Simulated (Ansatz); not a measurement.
Two Ansatz runs on Rb

The structure is an experimental refinement, used without relaxation. The listed cell was then made from it by scaling, straining or moving an atom.

First run: DFT, PBE, all-electron LAPW, scalar-relativistic (Ansatz 0.2.0).

Command: `ansatz run input.yaml --threads 1 --pin off --max-ram 2048MiB --backend cpu --events-out ev --progress --plain --runs-dir out` The run took about 2 s on 1 thread of a shared machine.

```yaml
crystal:
  lattice:
    - [-2.89018, 2.806, 2.806]
    - [2.806, -2.89018, 2.806]
    - [2.806, 2.806, -2.89018]
  atoms:
    - { symbol: Rb, position: [0.0, 0.0, 0.0] }
kpoints:
  mp_grid: { grid: [8, 8, 8] }
scf:
  occupations: { method: fermi_dirac, width: 0.05 }
hamiltonian:
  xc: pbe
  pseudopotentials: { kind: all_electron, lapw: { basis_error: 0.001 } }
output:
  forces: true
  stress: true
  eigenvalues: true
```

Result: converged; pressure 0.10 GPa; 7 SCF iterations.

The input is then changed:

```diff
@@ -9,5 +9,5 @@
   mp_grid: { grid: [8, 8, 8] }
 scf:
-  occupations: { method: fermi_dirac, width: 0.05 }
+  occupations: { method: gaussian, width: 0.01 }
 hamiltonian:
   xc: pbe
@@ -17,3 +17,5 @@
   stress: true
   eigenvalues: true
+magnetization:
+  spin_polarized: true
```

(1) What does the second run give?

Results:

(1) It converged; pressure 0.10 GPa; moment -0.04 μB; 35 SCF iterations.
